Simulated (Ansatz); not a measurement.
**One input, then a changed one: NbN (rocksalt type)**

First run: DFT, LDA, PAW with Ansatz's default frozen-core files, scalar-relativistic (Ansatz 0.2.0).

Command: `ansatz run input.yaml --threads 2 --pin off --max-ram 4096MiB --backend cpu --events-out ev --progress --plain --runs-dir out` It took 2.7 s on 2 threads of Arm Neoverse V2 (shared host), peak memory 0.36 GiB.

```yaml
crystal:
  lattice:
    - [2.1777971784, 2.1777971784, 0.0]
    - [-2.1777971784, 2.1777971784, 0.0]
    - [0.0, 0.0, 4.3555943568]
  atoms:
    - { symbol: Nb, position: [0.0, 0.0, 0.0] }
    - { symbol: Nb, position: [0.5, 0.5, 0.5] }
    - { symbol: "N", position: [0.5, 0.5, 0.0] }
    - { symbol: "N", position: [0.0, 0.0, 0.5] }
kpoints:
  mp_grid: { grid: [11, 11, 8] }
scf:
  occupations: { method: fermi_dirac, width: 0.05 }
hamiltonian:
  xc: lda
  pseudopotentials: { kind: paw }
output:
  forces: true
  stress: true
  eigenvalues: true
```

The cell comes from a relaxation on PAW files under the same functional, begun from a prototype that needn't be the stable phase.

This run: bulk in the slab's orientation.

It converges in 6 SCF iterations at a pressure of 0.10 GPa, cutoff 420 eV.

The input is then changed:

```diff
 kpoints:
-  mp_grid: { grid: [11, 11, 8] }
+  mp_grid: { grid: [4, 4, 3] }
 scf:
   occupations: { method: fermi_dirac, width: 0.05 }
+  algorithm: direct_min
 hamiltonian:
   eigenvalues: true
+basis:
+  ecutwfc: "350 eV"
```

Question: Predict the outcome of the changed run.

Answer: It converges in 5 SCF iterations at a pressure of 0.89 GPa, cutoff 350 eV, free energy +56.4 meV/atom against the first run's. More than one line changes, and not each need have an effect. Some of the changed settings are coarser than converged work would use. Results part of its log:
```
Warning: basis.ecutwfc = 350 eV is below the records' recommended 420 eV, and the density's cutoff is lower with it unless basis.ecutrho_ratio is high enough to keep the records' density cutoff: compare with a run at a higher cutoff
SCF 1 converged in 5 iterations: F = -9637.597344 eV  dr2 = 2.27e-9
  Residual-converged pass: ⟨swp⟩=2.9  Hψ=564  notcnv=0  max |occ|·‖R‖ = 6.3e-6 eV (tolerance 6.7e-6 eV)  dr2=2.39e-9  dr2_onsite=2.71e-10  max |Δocc| = 9.2e-11
  greatest PAW one-centre occupation: 0.997 electrons in one spin orbital (limit 2), on the Nb atom at site 1 (counted from 0), in its partial waves of l = 0
SCF converged after 5 iterations
Stability not checked: this state was not tested for a lower state beside it, because a direct minimisation reached the state, and no test of it is asked (direct_minimisation; see scf.lower_state_search)
Free energy (F): -9637.597344 eV
Harris-Foulkes:  -9637.597344 eV  (|F-HF|=1.84e-9)
Internal energy: -9637.561503 eV  (E = F + TS)
E sigma→0 (E₀):  -9637.579424 eV
Entropy (-TS):   -0.035841 eV (-8.960 meV/atom)
Fermi energy:    20.896886 eV
--- Per-component energies (eV) ---
  E_band       = -8.519799
  E_kinetic    = 1062.617161
  E_local      = -1419.920036  (includes V_loc(G=0)·N_el)
  E_nonlocal   = 338.397062
  E_hartree    = 427.182734
  E_xc         = -472.605760
  E_vxc        = -583.599958  (∫ρ·V_xc dr)
[... lines left out ...]
  E_core_change = 1.011477  (= ΣΔE_core)
  E_smearing   = -0.035841  (= −TS)
  E_closure    = 0.000000  (closes the sum)
  Σ components = -9637.597344   (vs F -9637.597344, Δ=0.00e0)
--- Forces (eV/Å), atoms counted from 1 ---
  atom   1  Nb     0.00000000     0.00000000     0.00000000
  atom   2  Nb     0.00000000     0.00000000     0.00000000
  atom   3  N      0.00000000    -0.00000000     0.00000000
  atom   4  N     -0.00000000    -0.00000000     0.00000000
  max |Σ_I F_I| component: 6.41e-30 eV/Å
--- Stress (GPa, compression-positive) ---
       -1.416283      -0.000000       0.000000
       -0.000000      -1.416283       0.000000
        0.000000       0.000000       5.512672
  P = ⅓ Tr σ = 0.8934 GPa (8.934 kbar)
--- Band table (eV; the first three rows and the last of 12) ---
  k-point 0: bands = ["-35.3262", "-35.1197", "-12.0180", "-11.3736", "-11.3736", "-11.0504", "-10.9967", "-10.9967", "3.3106", "3.9949", "15.1457", "15.6757", "16.8710", "16.8710", "17.4791", "17.4965", "17.4965", "18.7746", "18.7746", "18.8287", "20.6999", "20.7307", "22.5604", "23.8236", "23.8236", "24.4421"]
  k-point 1: bands = ["-35.2749", "-35.1717", "-11.8178", "-11.3385", "-11.2806", "-11.2806", "-11.0921", "-11.0921", "4.0081", "4.3692", "13.7059", "14.3082", "16.2770", "16.5692", "16.5692", "16.6128", "16.6128", "17.7892", "20.9364", "20.9364", "21.1285", "22.0330", "23.2747", "23.3278", "23.3278", "24.9014"]
  k-point 2: bands = ["-35.2705", "-35.1237", "-11.8548", "-11.6476", "-11.3916", "-11.2770", "-11.1673", "-11.0082", "4.1663", "4.6575", "13.9626", "14.6499", "14.8614", "15.1457", "15.1886", "15.9666", "18.9385", "19.4033", "19.9834", "20.7742", "22.1028", "22.9704", "23.1427", "24.4438", "25.2221", "25.5030"]
  k-point 11: bands = ["-35.1197", "-35.1197", "-11.8223", "-11.8223", "-11.5253", "-11.5253", "-11.4616", "-11.4616", "4.5174", "4.5174", "14.6248", "14.6248", "14.8931", "14.8931", "14.9163", "14.9163", "19.0987", "19.0987", "22.3538", "22.3538", "23.8796", "23.8796", "24.2634", "24.2634", "25.5648", "25.5648"]
```
